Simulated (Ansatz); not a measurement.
# HfN: moving N off its site

HfN, F-43m, a = 4.910 Å (as given, not relaxed at this level: -9.6 GPa). This isn't the usual stable structure of the compound. Ansatz: LDA, PAW, 420 eV, Γ-centred 16×16×16 mesh on 2 atoms, Gaussian smearing 0.15 eV; no spin polarisation.

```
CELL_PARAMETERS angstrom
0.00000 2.45482 2.45482
2.45482 0.00000 2.45482
2.45482 2.45482 0.00000
ATOMIC_POSITIONS crystal
Hf 0.00000 0.00000 0.00000
N 0.75000 0.75000 0.75000
```

Atom 2 (N) moves by x along the unit vector (0.577, -0.577, -0.577), with its periodic images; all else is held. y is the free energy of the cell over the start, F the force along the path summed over the moved atoms.

```tsv
x (Å)	y (meV)	F (eV/Å)
-0.3000	?	?
-0.2250	225.1	1.74
-0.1500	108.6	1.33
-0.0750	29.2	0.75
0.0000	0.0	0.00
0.0750	34.5	-0.95
0.1500	148.8	-2.16
0.2250	368.0	-3.75
0.2625	527.1	-4.77
0.3000	728.0	-5.98
```

Task: Fit y = c2 x² + c3 x³ + c4 x⁴ to the energies of the other rows, give the force constant, and predict energy and force of the missing row.

Result: Least squares on the rows shown. y = 5466.6 x² + 6271.4 x³ + 8084.7 x⁴. The force constant is 2 c2 = 10.9 eV/Å², for the cell as given, at -9.6 GPa (for all images moving together, not for a lone atom). With two atoms in a cubic cell this is the optical mode at Γ (in a metal it hangs on mesh and smearing): ω = 521.5 √(2 c2/μ) = 478 cm⁻¹ for μ = 12.99 u. The force −dy/dx at the missing row is 2.46 eV/Å (computed 1.95). At x = -0.3000 the fit asked for gives 388.2 meV. The run gave 365.5 meV, so the fit is 22.7 meV too high, 3.1 % of the span of the series, against an rms of 1.3 meV on the fitted rows. The row lies outside the fitted range. With a term in x⁵ added, a fit to the same known rows predicts 360.8 meV, so most of the miss is curvature that the known rows already hold.

The cell has an odd number of electrons and ran without spin polarisation, so a magnetic or disproportionated state may lie lower. Spin–orbit coupling is left out, which can shift energies with elements as heavy as these.

Cost: 10 runs of about 3.4 core-minutes in all, on Intel Xeon Processor @ 2.70GHz (shared hosts).